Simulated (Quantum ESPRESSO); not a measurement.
Runs of Quantum ESPRESSO 7.5 on Be. The typed cell holds 2 atoms: a = 2.508 Å, b = 2.677 Å, c = 2.399 Å, α = 88.21°, β = 72.37°, γ = 84.02°. This isn't the form of Be at room conditions, which is hcp.

```tsv
task	level	potentials or basis	cell	k mesh	cutoff (eV)	smearing	nosym	diagonalization	startingwfc	dos occupations	most ionic steps	other keys	gap on the mesh (eV)	pressure (GPa)	largest force (eV/Å)
single point	PBE	SSSP 1.3 efficiency PBE	as given	11 × 10 × 11	748	fermi-dirac 0.05 eV	-	-	-	-	-	-	none	(a)	0.19
real-space fields	PBEsol+D3(BJ)	GBRV 1.5 PBEsol	as given	11 × 10 × 11	612	gaussian 0.1 eV	yes	rmm-davidson	atomic	-	-	nosym = yes; diagonalization = rmm-davidson; startingwfc = atomic	none	10.6	0.19
projected density of states	PBE	PseudoDojo 0.4.1 SR LDA stringent	as given	11 × 10 × 11	1442	fermi-dirac 0.1 eV	-	-	-	tetrahedra_opt	-	-	none	15.5	0.19
relaxation of cell and atoms	PBE+D3M	GBRV 1.5 PBEsol	relaxed to 0.3 kbar	9 × 8 × 9	612	cold 0.1 eV	-	-	-	-	40	-	none	0.2	-
single point	revPBE	GBRV 1.5 PBE	as given	11 × 10 × 11	612	fermi-dirac 0.05 eV	-	-	-	-	-	-	none	19.5	(b)
```

Alike in all rows: no spin polarisation.

Problem. Estimate the missing entries.

Solution. (a) 16.5; (b) 0.20.

Caveats: so large a pressure means that the cell lies far from this level's equilibrium, or that cutoff or potentials fall short (some runs); the potentials were made for another functional, which shifts forces and pressure (some runs); pairwise dispersion overbinds metals, which lowers pressure and volume (some runs).

A gap of «none» marks a metal or a gap under the smearing width.
